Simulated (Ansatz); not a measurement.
# Metal on semiconductor: Si/AlP/CoSi2, part 3 of 5

Wanted: barrier heights, local density of states and T(E) for Si/AlP/CoSi2. The semiconductor is Si diamond(111), undoped, with its far face capped by hydrogen, and the metal is CoSi2 fluorite(111), with AlP zinc blende(111) between them (whole bilayers). After relaxation the nearest pair at the metal is Si–Al at 2.50 Å, along the normal. The common net has a side of 3.868 Å, which strains the semiconductor by +0.0 %, the layer between by -0.7 % and the metal by +2.1 %, against typed lattice constants near PBE's. The first steps treat the bulk crystals alone.

Ansatz 0.2.0; PBE DFT, plane waves, PAW files (the session's first sound run).

So far. Step 4 (Relaxation): The largest force component on a free atom ends at 0.011 eV/Å. At one or more of this run's solves the program warned of density in the dipole ramp over its bound, where dipole, forces and levels can be off.

## (5) The contact's transmission, atomic planes in the barrier 4, gap between the electrodes 8.79 Å

This step: PBE DFT, plane waves, PAW files; ballistic transmission by layer matching between semi-infinite leads (Ansatz 0.2.0).

System of this step: Si/AlP/CoSi2. The cell holds 52 atoms: 38 Si, 2 P, 2 Al, 9 Co and 1 H. Its edges and angles: a = 3.868 Å, b = 3.868 Å, c = 93.133 Å, α = 90.0°, β = 90.0°, γ = 120.0°. Regions: left electrode, 20 atoms (20 Si); barrier, 4 atoms (2 P and 2 Al); right electrode, 27 atoms (18 Si and 9 Co). Vacuum lies along c.

The semiconductor is one lead and the metal the other. The lead's open channels mark its band edges against the Fermi level.

The input, input.yaml:

```yaml
crystal:
  lattice:
    - [3.868, 0.0, 0.0]
    - [-1.934, 3.3497862618, 0.0]
    - [0.0, 0.0, 93.1325872189]
  atoms:
    - { symbol: Si, position: [0.66666667, 0.33333333, 0.1664293934] }
    - { symbol: Si, position: [0.0, 0.0, 0.1749066464] }
    - { symbol: Si, position: [0.0, 0.0, 0.2003384054] }
    - { symbol: Si, position: [0.33333333, 0.66666667, 0.2088156583] }
    - { symbol: Si, position: [0.33333333, 0.66666667, 0.2342474173] }
    - { symbol: Si, position: [0.66666667, 0.33333333, 0.2427246703] }
    - { symbol: Si, position: [0.66666667, 0.33333333, 0.2681564292] }
    - { symbol: Si, position: [0.0, 0.0, 0.2766336822] }
    - { symbol: Si, position: [0.0, 0.0, 0.3020654411] }
    - { symbol: Si, position: [0.33333333, 0.66666667, 0.3105426941] }
    - { symbol: Si, position: [0.33333333, 0.66666667, 0.3359744531] }
    - { symbol: Si, position: [0.66666667, 0.33333333, 0.344451706] }
    - { symbol: Si, position: [0.66666667, 0.33333333, 0.369883465] }
    - { symbol: Si, position: [0.0, 0.0, 0.378360718] }
    - { symbol: Si, position: [0.0, 0.0, 0.4037924769] }
    - { symbol: Si, position: [0.33333333, 0.66666667, 0.4122697299] }
    - { symbol: Si, position: [0.33333333, 0.66666667, 0.4377014888] }
    - { symbol: Si, position: [0.66666667, 0.33333333, 0.4461787418] }
    - { symbol: Si, position: [0.66666667, 0.33333333, 0.4715577185] }
    - { symbol: Si, position: [0.0, 0.0, 0.4796315831] }
    - { symbol: P, position: [0.0, 0.0, 0.5041968395] }
    - { symbol: Al, position: [0.33333333, 0.66666667, 0.5129900937] }
    - { symbol: P, position: [0.33333333, 0.66666667, 0.5382930882] }
    - { symbol: Al, position: [0.66666667, 0.33333333, 0.5471635439] }
    - { symbol: Si, position: [0.66666667, 0.33333333, 0.5740571521] }
    - { symbol: Co, position: [0.0, 0.0, 0.5801947011] }
    - { symbol: Si, position: [0.33333333, 0.66666667, 0.5874728002] }
    - { symbol: Si, position: [0.0, 0.0, 0.6044912632] }
    - { symbol: Co, position: [0.33333333, 0.66666667, 0.612369774] }
    - { symbol: Si, position: [0.66666667, 0.33333333, 0.6202482848] }
    - { symbol: Si, position: [0.33333333, 0.66666667, 0.6372667477] }
    - { symbol: Co, position: [0.66666667, 0.33333333, 0.6451452586] }
    - { symbol: Si, position: [0.0, 0.0, 0.6530237694] }
    - { symbol: Si, position: [0.66666667, 0.33333333, 0.6700422323] }
    - { symbol: Co, position: [0.0, 0.0, 0.6779207432] }
    - { symbol: Si, position: [0.33333333, 0.66666667, 0.685799254] }
    - { symbol: Si, position: [0.0, 0.0, 0.7028177169] }
    - { symbol: Co, position: [0.33333333, 0.66666667, 0.7106962277] }
    - { symbol: Si, position: [0.66666667, 0.33333333, 0.7185747386] }
    - { symbol: Si, position: [0.33333333, 0.66666667, 0.7355932015] }
    - { symbol: Co, position: [0.66666667, 0.33333333, 0.7434717123] }
    - { symbol: Si, position: [0.0, 0.0, 0.7513502231] }
    - { symbol: Si, position: [0.66666667, 0.33333333, 0.7683686861] }
    - { symbol: Co, position: [0.0, 0.0, 0.7762471969] }
    - { symbol: Si, position: [0.33333333, 0.66666667, 0.7841257077] }
    - { symbol: Si, position: [0.0, 0.0, 0.8011441707] }
    - { symbol: Co, position: [0.33333333, 0.66666667, 0.8090226815] }
    - { symbol: Si, position: [0.66666667, 0.33333333, 0.8169011923] }
    - { symbol: Si, position: [0.33333333, 0.66666667, 0.8339196552] }
    - { symbol: Co, position: [0.66666667, 0.33333333, 0.8417981661] }
    - { symbol: Si, position: [0.0, 0.0, 0.8496766769] }
    - { symbol: H, position: [0.66666667, 0.33333333, 0.1503233231] }
kpoints:
  mp_grid: { grid: [8, 8, 1] }
scf:
  occupations: { method: fermi_dirac, width: 0.1 }
  max_iter: 150
hamiltonian:
  xc: pbe
efield:
  axis: 3
  dipole_correction: true
output:
  transmission:
    kmesh: [12, 12]
    e_range: [-2.5, 2.5]
    de: 0.05
    leads: [[8, 10], [37, 40]]
  dos: { projected: true, e_range: [-6, 5], de: 0.05 }
  write_potential: true
  write_density: true
  volumetric_format: npy
  elf: true
```

The run is started by

```console
$ ansatz run input.yaml --threads 8 --pin off --max-ram 24576MiB --backend cpu --events-out ev --progress --plain --runs-dir out
```

Numbers of over 12 decimals in the logs are rounded to 6 here.

What it wrote:

```text
[...]
Crystal: 52 atoms, lattice volume = 1206.716 Å³
Basis set: ecut = 420 eV, 23807 PW (Γ)
Bands: 213, of which v1, the nominal top of the filled ones, is band 161 counted from 1 (160 counted from 0)
Symmetry: 6 space group operations
[...]
k-points: 10 of 64 (time reversal used)
[...]
SCF iter   1: F=—  HF=-72911.266388 eV  |F-HF|=—  |Δ(HF+E_count)|=         —  Δρ=5.96e-3  dr2=1.71e1  ethr=1.77e-3  p=-0.062 e·Å  D=-9.24e-3 V/Å  ΔV_dip=0.86 eV  dr2_dipole=6.66e0  V_vac-E_F(+/−)=4.59/3.73 eV  ⟨swp⟩=9.5  Hψ=12068  notcnv=0  defer=94
[...]
SCF iter  20: F=-72911.161029 eV  HF=-72911.161029 eV  |F-HF|=1.77e-7  |Δ(HF+E_count)|=   1.16e-6  Δρ=1.59e-6  dr2=4.39e-8  ethr=3.11e-11  p=-0.051 e·Å  D=-7.67e-3 V/Å  ΔV_dip=0.71 eV  dr2_dipole=2.72e-9  V_vac-E_F(+/−)=4.96/4.24 eV  ⟨swp⟩=16.3  Hψ=10262  notcnv=0
SCF 1 converged in 20 iterations: F = -72911.161029 eV  dr2 = 4.39e-8
[...]
transmission: 142 of 1349 steps passed
transmission: 273 of 1349 steps passed
[...]
transmission: 1349 of 1349 steps passed
WARN: The output density's exchange-correlation potential varies sharply where the density is thin. Do not read a vacuum level from v_tot or v_xc, or from such a field of the output density. On a cell that repeats whose density bears no net charge and no dipole along the vacuum's axis use v_es (v_loc + v_h of the components); under efield.dipole_correction with no amplitude use v_es + v_field, which holds any externa [...]
SCF converged after 20 iterations
Free energy (F): -72911.161029 eV
[...]
Internal energy: -72910.757775 eV  (E = F + TS)
E sigma→0 (E₀):  -72910.959402 eV
Entropy (-TS):   -0.403255 eV (-7.755 meV/atom)
Fermi energy:    4.951754 eV
Dipole field:    D = -0.007697 V/Å  (p = -0.051326 e·Å, saw-weighted, corrected)
Work function:   Φ+ = 4.9606 eV   Φ− = 4.2438 eV
[...]
--- Band table (eV; the first three rows and the last of 10) ---
  k-point 0: bands = [... 157 lower, 6.0387, 6.0943, 6.1359, 6.1545, 6.1545, 6.2691, 6.3384, 6.4271, ... 48 higher]
  k-point 1: bands = [... 157 lower, 5.7990, 5.9232, 6.0647, 6.1672, 6.2196, 6.4094, 6.4364, 6.4552, ... 48 higher]
  k-point 2: bands = [... 157 lower, 4.8573, 4.9135, 5.1656, 5.4829, 5.4845, 5.5255, 5.7309, 5.7746, ... 48 higher]
  k-point 9: bands = [... 157 lower, 4.1929, 4.2953, 4.4013, 4.4905, 4.4924, 4.5253, 4.5322, 4.9854, ... 48 higher]
--- Transmission ---
  basis      : 121 plane waves across, 71 finite elements along
  points     : 19, standing for a mesh of 12 x 12
  energies   : 101 from -2.500000 to 2.500000 eV about the Fermi level, 0.050000 eV apart; the leads are filled to 0.000000 eV, and channels, transmission and decay are at 0.000000 eV
  crystal 0  : Si2, at the sites [8, 10], period 3.1580 Å, over 30.00 Å; its Hamiltonian steps by up to 28.8 meV: too much for a lead, lay more layers or, if its atoms are ordered, name the step of that order
    offset         : up to 0.0000 Å between an atom of the period and one for which it stands
    channels       : 0.000000e0 a spin
    conductance    : none, the energies end too early or step too widely for 300 K: set another output.transmission.e_range or a lower de, or, where they end at an eighth of basis.ecutwfc, a higher one
    slowest decay  : 0.0944 /Å at (0.0000, 0.0000)
  crystal 1  : Si2Co1, at the sites [37, 40], period 3.0525 Å, over 25.44 Å; its Hamiltonian steps by up to 8.9 meV
[...]
channels       : 1.270833e0 a spin
[...]
slowest decay  : 0.0674 /Å at (0.4167, 0.0833)
  junction   : crystal 0 to crystal 1, 29.71 to 64.66 Å
    transmission   : 0.000000e0 a spin
[...]
```

The job ended after 3.3 min (8 threads of Arm Neoverse V2, shared host; peak memory 9.3 GiB).

In the SCF lines HF is the Harris–Foulkes energy and dr2 the Hartree energy of the density residual, in eV; the loop may stop once dr2 is under the threshold and the program's other checks hold. Hψ counts applications of the Hamiltonian.

This step gave:

```
free energy                                         : -72911.1610 eV
Fermi energy                                        : 4.952 eV
level to which the leads are filled                 : 0 eV from the Fermi level
transmission at the Fermi level (a spin, zone mean) : 0
channels of the lower lead                          : 0
channels of the upper lead                          : 1.271
potential step in the lower lead                    : 28.8 meV
potential step in the upper lead                    : 8.9 meV
work function, upper face                           : 4.961 eV
work function, lower face                           : 4.244 eV
dipole moment                                       : -0.05133 e·Å
dipole field                                        : -0.007697 V/Å
```

One spin. The transmission, zone mean by energy, zero at the Fermi level:

energy (eV), transmission, zone mean and a bar:
```
   -2.400      0.496 #####################
   -2.200      0.167 #######
   -2.000      0.105 ####
   -1.800      0.092 ####
   -1.600      0.046 ##
   -1.400      0.020 #
   -1.200      0.008 
   -1.000      0.003 
   -0.800      0.002 
   -0.600      0.001 
   -0.400      0.000 
   -0.200      0.000 
    0.000      0.000 
    0.200      0.000 
    0.400      0.002 
    0.600      0.006 
    0.800      0.007 
    1.000      0.012 #
    1.200      0.016 #
    1.400      0.044 ##
    1.600      0.202 #########
    1.800      0.322 ##############
    2.000      0.426 ##################
    2.200      0.545 #######################
    2.400      0.700 ##############################
```

One spin. The open channels, zone mean by energy, zero at the Fermi level:

| energy (eV) | lower lead | upper lead |
| --- | --- | --- |
| -2.400 | 1.63 | 1.15 |
| -2.200 | 1.59 | 1.44 |
| -2.000 | 1.55 | 1.55 |
| -1.800 | 1.34 | 2.10 |
| -1.600 | 1.02 | 1.79 |
| -1.400 | 0.771 | 1.24 |
| -1.200 | 0.646 | 1.72 |
| -1.000 | 0.354 | 1.63 |
| -0.800 | 0.312 | 1.67 |
| -0.600 | 0.146 | 1.94 |
| -0.400 | 0 | 1.79 |
| -0.200 | 0 | 1.60 |
| 0.000 | 0 | 1.27 |
| 0.200 | 0.0417 | 1.23 |
| 0.400 | 0.208 | 0.979 |
| 0.600 | 0.333 | 0.986 |
| 0.800 | 0.583 | 0.722 |
| 1.000 | 0.833 | 0.597 |
| 1.200 | 1.03 | 0.639 |
| 1.400 | 1.36 | 0.569 |
| 1.600 | 1.99 | 0.965 |
| 1.800 | 2.11 | 0.965 |
| 2.000 | 2.24 | 1.22 |
| 2.200 | 1.99 | 1.56 |
| 2.400 | 1.78 | 1.83 |

Projected DOS an atom over height of the atomic layer and energy from the Fermi level. Layers: H Si Si Si Si Si Si Si Si Si Si Si Si Si Si Si Si Si Si Si Si P Al P Al Si Co Si Si Co Si Si Co Si Si Co Si Si Co Si Si Co Si Si Co Si Si Co Si Si Co Si; projections on atoms miss part of the total, and the computed bands can run out at the top of the range; a column is the mean of 4 neighbouring layers, the last of those left over.

Values in states/eV, 22 rows by 13 columns, each cell a mean:
```
0.05 0.05 0.05 0.05 0.05 0.04 0.05 0.03 0.04 0.03 0.04 0.04 0.04
0.22 0.23 0.25 0.25 0.28 0.27 0.30 0.25 0.24 0.30 0.26 0.25 0.30
0.37 0.41 0.39 0.40 0.35 0.39 0.53 0.46 0.49 0.50 0.51 0.51 0.47
0.62 0.71 0.73 0.66 0.60 0.57 0.54 0.38 0.37 0.34 0.34 0.30 0.28
0.47 0.53 0.52 0.59 0.62 0.51 0.39 0.27 0.24 0.27 0.29 0.32 0.40
0.50 0.55 0.55 0.52 0.52 0.52 0.46 0.51 0.56 0.55 0.53 0.51 0.36
0.45 0.69 0.66 0.66 0.61 0.49 0.33 0.42 0.45 0.41 0.41 0.45 0.41
0.20 0.35 0.36 0.42 0.53 0.41 0.19 0.17 0.14 0.13 0.13 0.14 0.35
0.07 0.18 0.19 0.22 0.28 0.23 0.20 0.18 0.15 0.15 0.15 0.15 0.25
0.01 0.03 0.04 0.07 0.13 0.13 0.32 0.27 0.28 0.25 0.26 0.30 0.37
0.00 0.00 0.00 0.00 0.01 0.02 0.40 0.40 0.60 0.46 0.45 0.60 0.69
0.07 0.10 0.11 0.08 0.04 0.03 0.78 0.64 1.07 0.76 0.74 1.04 0.75
0.18 0.28 0.28 0.24 0.16 0.09 1.02 0.89 1.58 0.89 0.90 1.64 1.34
0.42 0.60 0.56 0.53 0.41 0.29 1.16 1.29 2.29 1.25 1.24 2.25 1.09
0.54 0.66 0.64 0.65 0.63 0.58 0.79 0.68 0.96 0.61 0.61 1.00 0.77
0.60 0.69 0.71 0.68 0.69 0.77 0.64 0.56 0.74 0.53 0.56 0.74 0.58
0.54 0.66 0.68 0.71 0.73 0.79 0.52 0.58 0.73 0.61 0.58 0.72 0.61
0.47 0.63 0.61 0.59 0.62 0.75 0.59 0.87 1.07 0.93 0.95 1.05 0.70
0.56 0.48 0.52 0.55 0.49 0.56 0.53 0.60 0.54 0.53 0.53 0.54 0.41
0.21 0.22 0.23 0.26 0.43 0.62 0.36 0.39 0.37 0.40 0.40 0.36 0.29
0.09 0.13 0.13 0.13 0.16 0.27 0.27 0.27 0.24 0.25 0.26 0.25 0.23
0.13 0.20 0.18 0.17 0.17 0.35 0.31 0.29 0.23 0.27 0.26 0.25 0.23
```
Columns: height of the atomic layer (Å) from 16.1 to 77.8 (not evenly spaced); rows upwards: energy from the Fermi level (eV) from -6 to 5.

Electrostatic potential energy in the ca plane at fractional y = 0.333, with atoms of Si and Al and Co and H within 0.2 Å of it. With pseudopotentials it is smooth inside the atoms' cores, unlike the true potential.

Ten even steps from '0' (-48 eV) to '9' (8 eV), each cell a mean:
```
99999888899888899999999999999988789999888999
99998523688632589999999999999876668986335899
99996100487300169999999999999867867883002799
99986100377300169999999999999867866873001699
99997412688621489999999999999876667986225899
99999877899877899999999999999987789998778999
99999999999999999999999999999999999999999999
99998999999999889999988889999999999999998889
99998999999999889999988889999999999999998888
99999999999999999999998899999999999999999999
```
Columns run along c (16.0 Å, from fractional 0.42 to 0.59 of the cell; values clipped at the 3rd and 97th percentile), rows up along a (3.9 Å). Atoms in or near the plane, at fractional coordinates: Si at (0.45, 0.67), Si at (0.47, 0.67), Al at (0.55, 0.67), Si at (0.57, 0.67).

Valence density in the ca plane at fractional y = 0.333, with atoms of Si and Al and Co and H within 0.2 Å of it. It is the smooth field of the valence electrons, not physical close to the nuclei.

Ten steps, logarithmic in the rise over the least value, from '0' (0 e/Å³) to '9' (25 e/Å³), each cell a mean:
```
11100000000000001111000111211100011111111112
21100000000000001100011111111000001111111235
11100000000000000000011210011000001110122269
11100000000000000000011210011000001110122269
11100000000000001100011111111000001111111236
21100000000000001111000111211100001111111122
11100001111000011110000001111111111111111111
11100011221000011110000001122111112211100111
11100011221000011110000001122111112211000111
11100011111000011110000001111111111111111111
```
Columns run along c (16.0 Å, from fractional 0.47 to 0.65 of the cell), rows up along a (3.9 Å). Atoms in or near the plane, at fractional coordinates: Al at (0.55, 0.67), Si at (0.57, 0.67), Si at (0.62, 0.67), Co at (0.65, 0.67).

ELF in the ca plane at fractional y = 0.333, with atoms of Si and Al and Co and H within 0.2 Å of it. It is the smooth field of the valence electrons, not physical close to the nuclei.

Values, 6 rows by 16 columns, each cell a mean:
```
0.40 0.14 0.37 0.78 0.59 0.60 0.76 0.46 0.15 0.41 0.19 0.21 0.64 0.44 0.62 0.62
0.06 0.03 0.30 0.41 0.64 0.73 0.38 0.37 0.03 0.06 0.03 0.09 0.20 0.17 0.91 0.48
0.10 0.04 0.32 0.52 0.63 0.72 0.47 0.40 0.04 0.10 0.05 0.11 0.32 0.19 0.87 0.50
0.58 0.23 0.40 0.81 0.52 0.49 0.80 0.46 0.24 0.59 0.29 0.28 0.70 0.52 0.45 0.59
0.90 0.48 0.41 0.61 0.22 0.16 0.60 0.40 0.51 0.90 0.53 0.42 0.70 0.45 0.11 0.29
0.86 0.43 0.41 0.68 0.29 0.23 0.68 0.42 0.45 0.86 0.48 0.39 0.72 0.48 0.16 0.36
```
Columns run along c (16.0 Å, from fractional 0.41 to 0.58 of the cell), rows up along a (3.9 Å). Atoms in or near the plane, at fractional coordinates: Si at (0.45, 0.67), Si at (0.47, 0.67), Al at (0.55, 0.67), Si at (0.57, 0.67).

The semiconductor's channels close between -0.45 and +0.20 eV. In the worse lead the potential repeats within 29 meV, which the program flags as too much for a lead, so the lead is short or a field runs through it.

(Continued in part 4 of 5.)

[Logs are printed without paths, hosts, clocks, repeated set-up lines and the standing remarks that a program may print on its own settings, such as how far it seeks lower states.]

[Hosts, paths, dates, database ids (printed as entryN), source tags and the programs' standing remarks are cut or masked in the printed files.]
